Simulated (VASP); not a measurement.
# SnSe2 (P-3m1) in VASP: notebook

The runs below take SnSe2 through single point, with LDA.

Everything below comes from runs of VASP 6.6.1. Logs are shortened: lines on timing, memory, paths and dates and some standing lists are left out, and cuts for length are marked.

## 1. The structure

It takes space group P-3m1 (No. 164, trigonal). Conventional cell: a = 3.811 Å, b = 3.811 Å, c = 6.136 Å, α = 90.00°, β = 90.00°, γ = 120.00°. Sn (site symmetry -3m) has 6 Se at 2.68 Å as nearest neighbours. Se (site symmetry 3m) is surrounded by 3 Sn at 2.68 Å.

## 2. Single point, LDA

INCAR reads:

```
SYSTEM = SnSe2
PREC     = Accurate       ! precision mode
ENCUT    = 550            ! plane-wave cutoff, eV
EDIFF    = 1E-7           ! SCF threshold, eV
ISMEAR   = 0              ! smearing method
SIGMA    = 0.05           ! smearing width, eV
LREAL    = .False.        ! projectors in reciprocal space
LASPH    = .True.         ! aspherical terms in the spheres
NELM     = 100            ! most SCF steps
ALGO     = Normal         ! electronic algorithm
ISIF     = 2              ! what is computed and relaxed
LWAVE    = .False.        ! write WAVECAR
LCHARG   = .False.        ! write CHGCAR
NBANDS   = 20             ! bands
ADDGRID  = .False.
```

KPOINTS reads:

```
regular mesh
0
Gamma
  5 5 3
  0 0 0
```

POSCAR reads:

```
SnSe2
1.0
    3.8110000000      0.0000000000      0.0000000000
   -1.9055000000      3.3004228138      0.0000000000
    0.0000000000      0.0000000000      6.1360000000
Sn Se
1 2
Direct
    0.0000000000      0.0000000000      0.0000000000
    0.6666666667      0.3333333333      0.7510000000
    0.3333333333      0.6666666667      0.2490000000
```

Potentials or basis: VASP PAW LDA potentials, release 64 (Sn_d, Se).

Run with:

```bash
cat potpaw_LDA.64/Sn_d/POTCAR potpaw_LDA.64/Se/POTCAR > POTCAR
mpirun -np 1 vasp_std > vasp.out
```

OUTCAR:

```text
SYSTEM = SnSe2
   PREC = Accurate
   ENCUT = 550
   EDIFF = 1E-7
   ISMEAR = 0
   LREAL = .False.
   LASPH = .True.
   NELM = 100
   ISIF = 2

 Found     12 irreducible k-points:

 Following reciprocal coordinates:
            Coordinates               Weight
  0.000000  0.000000  0.000000      1.000000
  0.200000 -0.000000  0.000000      6.000000
  0.400000 -0.000000  0.000000      6.000000
  0.200000  0.200000  0.000000      6.000000
  0.400000  0.200000  0.000000      6.000000
  0.000000  0.000000  0.333333      2.000000
   k-points           NKPTS =     12   k-points in BZ     NKDIM =     12   number of bands    NBANDS=     20
   number of dos      NEDOS =    301   number of ions     NIONS =      3
   total plane-waves  NPLWV =  43200
   dimension x,y,z NGX =    30 NGY =   30 NGZ =   48
   dimension x,y,z NGXF=    60 NGYF=   60 NGZF=   96
   ions per type =               1   2
   NGX,Y,Z   is equivalent  to a cutoff of  13.09, 13.09, 13.00 a.u.
   NGXF,Y,Z  is equivalent  to a cutoff of  26.17, 26.17, 26.01 a.u.
 SYSTEM =  SnSe2
   PREC   = accura    normal or accurate (medium, high low for compatibility)
   ISTART =      0    job   : 0-new  1-cont  2-samecut
   ICHARG =      2    charge: 1-file 2-atom 10-const
   ISPIN  =      1    spin polarized calculation?
   LNONCOLLINEAR =      F non collinear calculations
   LSORBIT =      F    spin-orbit coupling
   LASPH  =      T    aspherical Exc in radial PAW
   ENCUT  =  550.0 eV  40.42 Ry    6.36 a.u.   7.29  7.29 11.73*2*pi/ulx,y,z
   NELM   =    100;   NELMIN=  2; NELMDL= -5     # of ELM steps
   EDIFF  = 0.1E-06   stopping-criterion for ELM
   LREAL  =      F    real-space projection
   EDIFFG = 0.1E-05   stopping-criterion for IOM
   NSW    =      0    number of steps for IOM
   IBRION =     -1    ionic relax: 0-MD 1-quasi-New 2-CG
   NFREE  =      0    steps in history (QN), initial steepest desc. (CG)
   ISIF   =      2    stress and relaxation
   ISYM   =      2    0-nonsym 1-usesym 2-fastsym
   POTIM  = 0.5000    time-step for ionic-motion
   TEBEG  =    0.0;   TEEND  =   0.0 temperature during run
   PSTRESS=    0.0 pullay stress
   NELECT =      26.0000    total number of electrons
   NUPDOWN=      -1.0000    fix difference up-down
   EMIN   =  10.00;   EMAX   =-10.00  energy-range for DOS
   EFERMI =   0.00;   METHOD = LEGACY
   ISMEAR =     0;   SIGMA  =   0.05  broadening in eV -4-tet -1-fermi 0-gaus
   EFERMI_NEDOS =   21; number of points for ismear=-14 and -15
   IALGO  =     38    algorithm
   IMIX   =      4    mixing-type and parameters
     AMIX     =   0.40;   BMIX     =  1.00
     AMIX_MAG =   1.60;   BMIX_MAG =  1.00
  volume/ion in A,a.u.               =      25.73       173.61
  Fermi-wavevector in a.u.,A,eV,Ry     =   1.139116  2.152617 17.654722  1.297585
  Thomas-Fermi vector in A             =   2.275820
   LORBIT       =      0    0 simple, 1 ext, 2 COOP (PROOUT), +10 PAW based schemes
   GGA     = CA    functional components
   LHFCALC =     F    Hartree Fock is set to
   AEXX    =    0.0000 exact exchange contribution
   IVDW    =     0    specifies the selected vdW correction
   LEPSILON=     F    determine dielectric tensor
   LRPA    =     F    only Hartree local field effects (RPA)
 non-spin polarized calculation
 Gauss-broadening in eV      SIGMA  =   0.05
  energy-cutoff  :      550.00
  volume of cell :       77.18
 maximum number of plane-waves:      2297
 NGX is ok and might be reduce to    30
   NGX = 15   NGY = 15   NGZ = 23

 number of electron      25.9999999 magnetization

 Free energy of the ion-electron system (eV)
  ---------------------------------------------------
  ext. energy  EPLUGINS =         0.00000000
  ---------------------------------------------------
  free energy    TOTEN  =       -13.71577255 eV

  energy without entropy =      -13.71577255  energy(sigma->0) =      -13.71577255

 E-fermi :   4.3853     XC(G=0):  -9.7780

 val. band max:        4.1060704637   @ k =   0.0000   0.0000   0.0000
 cond. band min:       4.7670051830   @ k =   0.0000   0.4000   0.3333
 fundamental gap:      0.6609347193
 Fermi energy:         4.3853087951

 k-point     1 :       0.0000    0.0000    0.0000
  band No.  band energies     occupation
      1     -17.0940      2.00000
      2     -17.0940      2.00000
      3     -17.0531      2.00000
      4     -17.0373      2.00000
      5     -17.0373      2.00000
      6      -9.9353      2.00000
      7      -8.1401      2.00000
      8      -2.0402      2.00000
      9       3.3947      2.00000
     10       3.3947      2.00000
     11       3.7236      2.00000
     12       3.7236      2.00000
     13       4.1061      2.00000
     14       4.9983      0.00000
     15       6.8919      0.00000
     16       8.6335      0.00000
     17       8.6335      0.00000
     18      12.1335      0.00000
     19      13.0353      0.00000
     20      13.0353      0.00000

 k-point     2 :       0.2000   -0.0000    0.0000
  band No.  band energies     occupation
      1     -17.1144      2.00000
      2     -17.0830      2.00000
      3     -17.0480      2.00000
      4     -17.0384      2.00000
      5     -17.0325      2.00000
      6      -9.5397      2.00000
      7      -7.9013      2.00000
      8      -2.0574      2.00000
      9       0.9498      2.00000
     10       2.1778      2.00000
     11       2.3704      2.00000
     12       4.0056      2.00000
     13       4.0205      2.00000
     14       6.2747      0.00000
     15       7.7173      0.00000
     16       9.1929      0.00000
     17       9.2545      0.00000
     18      10.9559      0.00000
     19      12.1053      0.00000
     20      13.3964      0.00000

 k-point     3 :       0.4000   -0.0000    0.0000
  band No.  band energies     occupation
      1     -17.1507      2.00000
      2     -17.0749      2.00000
      3     -17.0587      2.00000
      4     -17.0179      2.00000
      5     -17.0149      2.00000
      6      -8.5659      2.00000
      7      -7.6361      2.00000
      8      -2.9560      2.00000
      9      -0.2512      2.00000
     10       1.0963      2.00000
     11       1.5175      2.00000
     12       3.1776      2.00000
     13       3.8461      2.00000
     14       5.2866      0.00000
     15       7.8273      0.00000
     16       9.5050      0.00000
     17       9.5657      0.00000
     18      11.0538      0.00000
     19      13.4799      0.00000
     20      14.1810      0.00000

 k-point     4 :       0.2000    0.2000    0.0000
  band No.  band energies     occupation
      1     -17.1315      2.00000
      2     -17.0865      2.00000
      3     -17.0474      2.00000
      4     -17.0361      2.00000
      5     -17.0158      2.00000
      6      -8.8332      2.00000
      7      -7.6270      2.00000
      8      -2.6283      2.00000
      9       0.2572      2.00000
     10       0.5023      2.00000
     11       2.2539      2.00000
     12       2.4799      2.00000
     13       3.7434      2.00000
     14       6.0221      0.00000
     15       9.2776      0.00000
     16       9.6132      0.00000
     17       9.9330      0.00000
     18      10.7427      0.00000
     19      11.0372      0.00000
     20      14.0430      0.00000

 k-point     5 :       0.4000    0.2000    0.0000
  band No.  band energies     occupation
      1     -17.1388      2.00000
      2     -17.0935      2.00000
      3     -17.0484      2.00000
      4     -17.0209      2.00000
      5     -17.0164      2.00000
      6      -8.0520      2.00000
      7      -7.6694      2.00000
      8      -3.3647      2.00000
      9      -0.0708      2.00000
     10       0.6130      2.00000
     11       1.1702      2.00000
     12       2.6002      2.00000
     13       2.8303      2.00000
     14       5.5505      0.00000
     15       9.5757      0.00000
     16       9.7215      0.00000
     17      10.6552      0.00000
     18      11.1997      0.00000
     19      12.9384      0.00000
     20      13.7055      0.00000

 k-point     6 :       0.0000    0.0000    0.3333
  band No.  band energies     occupation
      1     -17.0940      2.00000
      2     -17.0940      2.00000
      3     -17.0530      2.00000
      4     -17.0373      2.00000
      5     -17.0373      2.00000
      6      -9.8125      2.00000
      7      -8.3927      2.00000
      8      -1.3936      2.00000
      9       2.4468      2.00000
     10       3.3226      2.00000
     11       3.3226      2.00000
     12       3.8452      2.00000
     13       3.8452      2.00000
     14       6.1816      0.00000
     15       6.8870      0.00000
     16       8.4253      0.00000
     17       8.4253      0.00000
     18      12.3153      0.00000
     19      12.5659      0.00000
     20      12.5660      0.00000

 [... further k-points ...]

------------------------ aborting loop because EDIFF is reached ----------------------------------------

  FORCE on cell =-STRESS in cart. coord.  units (eV):
  Direction    XX          YY          ZZ          XY          YZ          ZX
  --------------------------------------------------------------------------------------
  -------------------------------------------------------------------------------------
  Total        0.3227491      0.3227491      0.9457234      0.0000000      0.0000000     -0.0000000
  in kB        6.7001074      6.7001074     19.6327374      0.0000000      0.0000000     -0.0000000
  external PRESSURE =      11.0109840 kB  Pullay stress =       0.0000000 kB

 VOLUME and BASIS-vectors are now :
 -----------------------------------------------------------------------------
  energy-cutoff  :      550.00
  volume of cell :       77.18
      direct lattice vectors                 reciprocal lattice vectors
     3.811000000  0.000000000  0.000000000     0.262398321  0.151495741  0.000000000
    -1.905500000  3.300422814  0.000000000     0.000000000  0.302991482  0.000000000
     0.000000000  0.000000000  6.136000000     0.000000000  0.000000000  0.162972621

 POSITION                                       TOTAL-FORCE (eV/Angst)
 -----------------------------------------------------------------------------------
      0.00000      0.00000      0.00000         0.000000      0.000000      0.000000
      1.90550      1.10014      4.60814         0.000000      0.000000     -0.456568
     -0.00000      2.20028      1.52786        -0.000000     -0.000000      0.456568
 -----------------------------------------------------------------------------------
    total drift:                                0.000000     -0.000000      0.000000

  FREE ENERGIE OF THE ION-ELECTRON SYSTEM (eV)
  ---------------------------------------------------
  free  energy   TOTEN  =       -13.7157725462 eV

  energy  without entropy=      -13.7157725462  energy(sigma->0) =      -13.71577255
```

It took 12 s on 1 thread of Intel Xeon 6975P-C (Granite Rapids), shared host; peak memory 0.17 GiB.

The run converged, but some of its settings lie outside the range that counts as converged, so its numbers aren't taken as properties of the crystal.

What came out:

* Free energy: -13.7158 eV
* Pressure: 1.1 GPa
* Largest force: 0.457 eV/Å
* Band gap on the k mesh: 0.66 eV, indirect (least direct gap 0.89 eV)

Caveat: spin-orbit coupling is left out, which moves the levels of the heavy elements; an odd mesh through Γ misses points on the zone boundary, where band edges often lie.

(Part 1 of 2 ends here.)
